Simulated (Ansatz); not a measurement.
From the elastic tensor of InSb to moduli and sound speeds

All numbers below come from Ansatz 0.2.0, DFT PBE, scalar-relativistic, plane waves, PAW. Plane waves to 420 eV; Γ-centred k mesh 12×12×12; Fermi-Dirac smearing of 0.15 eV. No spin polarisation.

Symmetry: F-43m, No. 216, cubic system. The conventional cell has a = 6.637 Å, b = 6.637 Å, c = 6.637 Å, α = 90.00°, β = 90.00°, γ = 90.00°. In (site symmetry -43m) is surrounded by 4 Sb at 2.87 Å. Around Sb (site symmetry -43m) lie 4 In at 2.87 Å.

In a metal, frequencies and elastic constants depend on the k mesh and the smearing, soft modes and shear constants most.

Relaxed-ion constants (GPa, on the Cartesian axes of the calculation):
```
53.6 27.8 27.8  0.0  0.0  0.0
27.8 53.6 27.8  0.0  0.0  0.0
27.8 27.8 53.6  0.0  0.0  0.0
 0.0  0.0  0.0 24.4  0.0  0.0
 0.0  0.0  0.0  0.0 24.4  0.0
 0.0  0.0  0.0  0.0  0.0 24.4
```

Density 5.375 g/cm³; 2 atoms in 73.09 Å³.

The values that follow are for a polycrystal of randomly turned grains, by Hill's mean where one number stands.

With S = C⁻¹: B_V = (C11+C22+C33+2(C12+C13+C23))/9, G_V = (C11+C22+C33−C12−C13−C23+3(C44+C55+C66))/15, 1/B_R = S11+S22+S33+2(S12+S13+S23), 15/G_R = 4(S11+S22+S33−S12−S13−S23)+3(S44+S55+S66); Hill is their mean. Then v_l = √((B+4G/3)/ρ), v_t = √(G/ρ), v_m = [(2/v_t³+1/v_l³)/3]^(−1/3) and Θ = (ħ/k_B)·v_m·(6π²n/V)^(1/3) for n atoms in the volume V; E = 9BG/(3B+G), ν = (3B−2G)/(2(3B+G)) and A^U = 5G_V/G_R + B_V/B_R − 6.

```
Bulk modulus, Voigt / Reuss / Hill          : 36.4 / 36.4 / 36.4 GPa
Shear modulus, Voigt / Reuss / Hill         : 19.8 / 18.0 / 18.9 GPa
Young's modulus                             : 48 GPa
Poisson ratio                               : 0.279
Pugh ratio B/G                              : 1.92 (over 1.75, the rule of thumb for ductile)
Universal anisotropy index                  : 0.51
Longitudinal and transverse sound speeds    : 3384 and 1875 m/s
Debye temperature from the mean sound speed : 187 K
```

The bands only touch here, so at this level the crystal is a zero-gap semiconductor or semimetal, not an ordinary metal; spin–orbit coupling, left out, can open or move such a gap.

Cost: 1 run of about 16 core-minutes, on Intel Xeon Processor @ 2.50GHz (Skylake/Cascade Lake) (shared hosts).

InSb comes out as a soft, clearly anisotropic crystal. The resistance to cubic-axis shear, C44 = 24.4 GPa, well exceeds that to tetragonal shear, (C11 − C12)/2, so the lattice is stiffest along the ⟨111⟩ bond directions and most compliant along ⟨100⟩. This is typical of tetrahedral sp³ bonding: tetragonal shear mainly bends bond angles, which costs less than stretching bonds. Long bonds between heavy atoms keep the moduli low, and with the large mass they give slow sound and a low Debye temperature.

The constants are softer than those measured, probably because PBE underbinds and overestimates the lattice parameter. The missing gap also conflicts with the known narrow-gap semiconductor and reflects the usual semilocal gap underestimate; spin–orbit coupling alone would not cure it, since it raises the valence-band top. Nor does the Pugh ratio establish ductility: InSb is brittle at room temperature, where directional bonds hinder dislocation motion, which elastic constants do not capture.
